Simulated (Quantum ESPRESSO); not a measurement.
Crystal: NaCl.

```
Cl Na
1.0
     0.00000    2.79406    2.79406
     2.79406    0.00000    2.79406
     2.79406    2.79406    0.00000
Cl Na
1 1
Direct
  0.50000 0.50000 0.50000
  0.00000 0.00000 0.00000
```

The cell is a database's computed one.

Base run:

* Program: Quantum ESPRESSO 7.5
* Functional: LDA
* Potentials or basis: PseudoDojo 0.4.1 SR LDA standard
* Cutoff: 1197 eV
* Density cutoff: 4789 eV
* k mesh: 6 × 6 × 6
* Occupations: fixed
* Spin: no spin polarisation

Its results: band gap on the k mesh, mean-field level 4.80 eV, direct.

Problem. The run is repeated on the same cell with these changes: functional from LDA to PBEsol; potentials or basis from PseudoDojo 0.4.1 SR LDA standard to PseudoDojo 0.4.1 SR PBEsol standard. What comes out?

Solution. Band gap on the k mesh, mean-field level 5.04 eV, direct.

A k mesh can miss the band edges.

Not every run made on this cell is shown here.
